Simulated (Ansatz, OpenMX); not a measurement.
AlFe: programs and potentials compared

```
Fe Al
1.0
     2.91000    0.00000    0.00000
     0.00000    2.91000    0.00000
     0.00000    0.00000    2.91000
Fe Al
1 1
Direct
  0.50000 0.50000 0.50000
  0.00000 0.00000 0.00000
```

Alike in all runs: task band structure; functional PBE; k mesh 9 × 9 × 9; occupations fermi-dirac, width 0.05 eV; collinear spin, ferromagnetic start; no spin-orbit coupling. Pressure is positive in compression and, in plane waves, holds the error of the finite cutoff, which Ansatz's Pulay term estimates and takes out.

| program and potentials | plane-wave cutoff (eV) | notes | pressure (GPa) | net moment per atom (μB) |
| --- | --- | --- | --- | --- |
| Ansatz, PseudoDojo standard (PBE files) | 1225 | 9.5 valence electrons an atom on average; Pulay term of +0.06 GPa included | -6.11 | 0.36 |
| Ansatz, JTH PAW | 1320 | 9.5 valence electrons an atom on average; Pulay term of +0.03 GPa included | -6.49 | 0.33 |
| Ansatz, SPMS NC | 871 | 9.5 valence electrons an atom on average | -6.28 | 0.34 |
| Ansatz, PseudoDojo stringent (PBE files) | 1605 | 9.5 valence electrons an atom on average | ? | ? |
| Ansatz, SSSP efficiency PAW | 1225 | 9.5 valence electrons an atom on average; Pulay term of +0.15 GPa included | -5.91 | 0.33 |
| Ansatz, all-electron LAPW, scalar-relativistic | - | - | -6.15 | 0.33 |
| Ansatz, Ansatz NC | 1225 | 9.5 valence electrons an atom on average; Pulay term of +0.06 GPa included | -6.13 | 0.34 |
| Ansatz, Ansatz PAW (files of its older set among them) | 900 | 13.5 valence electrons an atom on average | -6.13 | 0.33 |
| OpenMX, OpenMX 2013 PBE set, Fe6.0H-s3p2d2, Al7.0-s2p2d1, grid cutoff 500 Ry | - | atomic basis; 9.5 valence electrons an atom on average | -6.22 | 0.34 |

Task: Estimate from the other rows what the run with Ansatz, PseudoDojo stringent (PBE files) gave.

Result: Pressure -6.22 GPa; net moment per atom 0.35 μB. Its pressure holds a Pulay term of +0.05 GPa. The other rows, which needn't bracket it: pressure -6.49 to -5.91; net moment per atom 0.33 to 0.36.
